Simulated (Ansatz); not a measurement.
# NaI (Fm-3m), comparing deformations

All numbers below come from DFT r2SCAN, scalar-relativistic, plane waves, PAW (Ansatz). Settings: plane waves to 500 eV, k-mesh 6×6×6 (Γ-centred), Gaussian smearing 0.05 eV. No spin polarisation. Energies are free energies at this smearing, counted from the undisturbed cell; pressure is positive in compression.

The starting cell (as given, not relaxed at this level; it stands at -0.1 GPa):

```
Na I
1.0
     0.00000    3.23640    3.23640
     3.23640    0.00000    3.23640
     3.23640    3.23640    0.00000
Na I
1 1
Cartesian
  0.0000 0.0000 0.0000
  3.2364 3.2364 3.2364
```

The cell is strained by ε times a Voigt pattern (xx, yy, zz, yz, xz, xy; engineering shear) with fractional coordinates fixed. τ = (1/V0) dE/dε comes from the stress tensor. Of each scan, only the three points used here are listed.

| pattern | ε | τ (GPa) |
| --- | --- | --- |
| (1, 1, 0, 0, 0, 0) | -0.0150 | -1.21 |
| (1, 1, 0, 0, 0, 0) | 0.0000 | 0.19 |
| (1, 1, 0, 0, 0, 0) | 0.0150 | 1.34 |
| (0, 0, 1, 0, 0, 0) | -0.0150 | -0.480 |
| (0, 0, 1, 0, 0, 0) | 0.0000 | 0.093 |
| (0, 0, 1, 0, 0, 0) | 0.0150 | 0.562 |
| (0, 0, 0, 0, 1, 0) | -0.0025 | -0.020 |
| (0, 0, 0, 0, 1, 0) | 0.0000 | 0.000 |
| (0, 0, 0, 0, 1, 0) | 0.0025 | 0.020 |

Which constants do the scans give, and which deformation costs least for the same size of strain tensor?

The slope dτ/dε at zero (parabola through three points) is pᵀCp: (1, 1, 0, 0, 0, 0) gives 2(C11 + C12) = 85 GPa; (0, 0, 1, 0, 0, 0) gives C11 = 35 GPa; (0, 0, 0, 0, 1, 0) gives C44 = 8.0 GPa. The size of the strain tensor, ε:ε, is ε² times 2.0, 1.0, 0.5. Per unit of it the stiffnesses are 43, 35, 16.1 GPa, so (0, 0, 0, 0, 1, 0) is the softest of these: at ε:ε = (1 %)² the quadratic term costs 0.17 meV/atom against 0.45 for the stiffest.

What else follows for this cubic crystal?

From the unrounded slopes C11 = 34.7 and C12 = 7.9 GPa, so B = (C11 + 2 C12)/3 = 17 GPa and the Poisson ratio for a pull along a cube edge is C12/(C11 + C12) = 0.19.

How anisotropic is this cubic crystal?

Zener's ratio 2 C44/(C11 − C12) = 0.60; it is 1 for an isotropic solid.